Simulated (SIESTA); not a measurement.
# W in SIESTA: convergence with real-space mesh cutoff

Input of the first run (real-space mesh cutoff 100 Ry); the others differ in this setting and in those tied to it:

File W.fdf:

```
SystemName                      Tungsten
SystemLabel                     W
NumberOfSpecies                 1
NumberOfAtoms                   1
%block ChemicalSpeciesLabel
  1  74 W
%endblock ChemicalSpeciesLabel

LatticeConstant                 1.0 Ang
%block LatticeVectors
    -1.5448010000     1.6150760000     1.6310250000
     1.5711460000    -1.5452470000     1.5875410000
     1.5456960000     1.5461430000    -1.5611960000
%endblock LatticeVectors
AtomicCoordinatesFormat         Fractional
%block AtomicCoordinatesAndAtomicSpecies
     0.0109310000     0.0077030000     0.0229730000  1  W
%endblock AtomicCoordinatesAndAtomicSpecies

%block kgrid.MonkhorstPack
    9   0   0  0.0
    0   9   0  0.0
    0   0   9  0.0
%endblock kgrid.MonkhorstPack
XC.Functional                   GGA
XC.Authors                      PBE
PAO.BasisSize                   DZP
PAO.EnergyShift                 0.003 Ry
Mesh.Cutoff                     100 Ry
OccupationFunction              FD
ElectronicTemperature           0.05 eV
MaxSCFIterations                120
SCF.MustConverge                false
SCF.Mixer.Method                Pulay
SCF.Mixer.Weight                0.25
SCF.Mixer.History               8
SCF.DM.Tolerance                5.0e-05
SCF.H.Tolerance                 1.0e-03 eV
WriteForces                     true
Charge.Mulliken                 end
%block PAO.Basis
  W 5
  n=5 0 2
    3.045 0.000
  n=6 0 2
    7.641 0.000
  n=5 1 2
    3.655 0.000
  n=6 1 1
    7.641
  n=5 2 2
    6.655 0.000
%endblock PAO.Basis
```

Potentials or basis: PseudoDojo 0.4 standard (PBE files), DZP (energy shift 0.003 Ry; two zetas on semicore shells).

Launch:

```console
$ siesta W.fdf > W.out 2>&1
```

The cell isn't the ideal one: cell strained at random at fixed volume.

Hardware: 1 thread of Arm Neoverse V2 (shared host).

The values tried are 100 Ry, 150 Ry, 200 Ry, 300 Ry, 400 Ry, 500 Ry, 700 Ry, 900 Ry, 1200 Ry, loosest first. From which on does the pressure stay within 0.1 GPa of the tightest run that finished?

From 300 Ry on.

```tsv
real-space mesh cutoff	energy less the tightest run, at zero smearing (meV/atom)	pressure (GPa)	SCF cycles	CPU time (s)	peak memory (GiB)
100 Ry	-24.31	10.53	7	7.7	0.14
150 Ry	-12.64	10.22	7	8.1	0.14
200 Ry	-6.96	10.21	7	8.5	0.14
300 Ry	-1.77	10.15	7	10	0.15
400 Ry	-0.65	10.11	7	12	0.16
500 Ry	-0.50	10.12	7	13	0.17
700 Ry	-0.16	10.11	7	17	0.19
900 Ry	0.00	10.09	7	28	0.26
1200 Ry	0.00	10.10	7	29	0.26
```

Against the tightest run, the energy stays within 1 meV/atom from 400 Ry on. Values are those asked for, which the program may round to a finer grid. The tightest run that finished is the yardstick and may itself not be fully converged.

Caveat, for the tightest run too: short orbitals over semicore shells can move pressures by several GPa; the basis of atomic orbitals isn't converged, which shifts pressures, moduli and gaps. Spin-orbit coupling is left out, which matters for the levels of W.
